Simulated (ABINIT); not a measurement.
Al:

```xyz
2
Lattice="2.8125 0.0000 0.0000 -1.4062 2.4357 0.0000 0.0000 0.0000 4.8669" Properties=species:S:1:pos:R:3 pbc="T T T"
Al    0.0000    1.6238    1.2167
Al    1.4062    0.8119    3.6501
```

This isn't the form of Al at room conditions, which is fcc.

| Quantity | Value |
| --- | --- |
| Program | ABINIT 10.8.3 (patched build) |
| Task | relaxation of cell and atoms |
| Functional | LDA |
| Potentials or basis | PseudoDojo NC SR LDA v0.4 stringent |
| Cutoff | 599 eV |
| k mesh | 8 × 8 × 4 |
| Occupations | fermi-dirac, width 0.05 eV |
| Spin | no spin polarisation |

At the start: pressure -3.6 GPa; volume 16.67 Å³/atom.

Q: Where does the relaxation end?

A: Over 7 steps the energy falls by 16.9 meV/atom and the volume is 15.92 Å³/atom (-4.5 %); space group P6_3/mmc (No. 194, to 0.05 Å).

Step by step:
| step | energy change (eV) | largest force (eV/Å) | pressure (GPa) | volume (Å³) |
| --- | --- | --- | --- | --- |
| 1 | 0.0000 | 0.0000 | -3.59 | 33.34 |
| 2 | -0.0113 | 0.0000 | -2.86 | 32.97 |
| 3 | 0.0087 | 0.0000 | 5.57 | 30.25 |
| 4 | -0.0334 | 0.0000 | -0.23 | 31.91 |
| 5 | -0.0338 | 0.0000 | 0.13 | 31.79 |
| 6 | -0.0338 | 0.0000 | 0.11 | 31.80 |
| 7 | -0.0338 | 0.0000 | 0.00 | 31.84 |

Final structure:
```
Al
1.0
     2.74151    0.00000    0.00000
    -1.37075    2.37421    0.00000
     0.00000    0.00000    4.89242
Al
2
Cartesian
  0.0000 1.5828 1.2231
  1.3708 0.7914 3.6693
```
